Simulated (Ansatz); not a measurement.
Runs of Ansatz 0.2.0 on Ga. The structure is cubic, space group Pm-3m (No. 221). The conventional cell has a = 2.716 Å, b = 2.716 Å, c = 2.716 Å, α = 90.00°, β = 90.00°, γ = 90.00°. Ga (site symmetry m-3m) has 6 Ga at 2.72 Å as nearest neighbours. The cell was built by a generator and needn't be a form met in nature.

```tsv
task	level	cell	k mesh	smearing	atoms under strain	gap on the mesh (eV)	pressure (GPa)	relaxed volume (Å³/atom)
single point	PBE	strained by +2 %	10 × 10 × 10	fermi-dirac 0.05 eV	-	none	0.2	-
elastic constants	LDA	as given	7 × 7 × 7	fermi-dirac 0.05 eV	clamped	none	(b)	-
relaxation of cell and atoms	BLYP+D3(BJ)	relaxed	10 × 10 × 10	fermi-dirac 0.05 eV	-	none	0.0	19.88
single point	PBE	as given	10 × 10 × 10	gaussian 0.027 eV	-	none	0.5	-
relaxation of cell and atoms	revPBE+D3(BJ)	relaxed	10 × 10 × 10	fermi-dirac 0.05 eV	-	none	0.0	18.77
relaxation of cell and atoms	BLYP+D4	relaxed	10 × 10 × 10	fermi-dirac 0.05 eV	-	none	0.0	19.38
relaxation of cell and atoms	revPBE+D4	relaxed	10 × 10 × 10	fermi-dirac 0.05 eV	-	none	0.0	(a)
phonons	LDA	as given	7 × 7 × 7	fermi-dirac 0.05 eV	-	none	-	-
single point	PBE	strained by +4 %	10 × 10 × 10	fermi-dirac 0.05 eV	-	none	0.3	-
phonons	PBE	as given	7 × 7 × 7	fermi-dirac 0.05 eV	-	none	-	-
single point	PBE	as given	10 × 10 × 10	gaussian 0.028 eV	-	none	0.5	-
```

Alike in all rows: potentials or basis Ansatz PAW; no spin polarisation; cutoff (eV) 420.

Fill in the values left out.

(a) 18.43; (b) -5.7.

Caveats: the PAW data sets come from PBE, with cores solved anew for the run's functional, which leaves a small shift of forces and pressure (some runs); the plane-wave basis is chosen anew once the cell has moved, so the energies of steps on either side of that aren't comparable (some runs); pairwise dispersion overbinds metals, which lowers pressure and volume (some runs); the cell is more than 3 GPa from zero pressure, which shifts response properties (some runs); the elastic tensor has a negative eigenvalue, so either the cell is unstable as it stands or the mesh is too thin (some runs).

A k mesh can miss the band edges, and the runs leave out spin-orbit coupling on Ga.

A gap of «none» marks a metal or a gap under the smearing width.
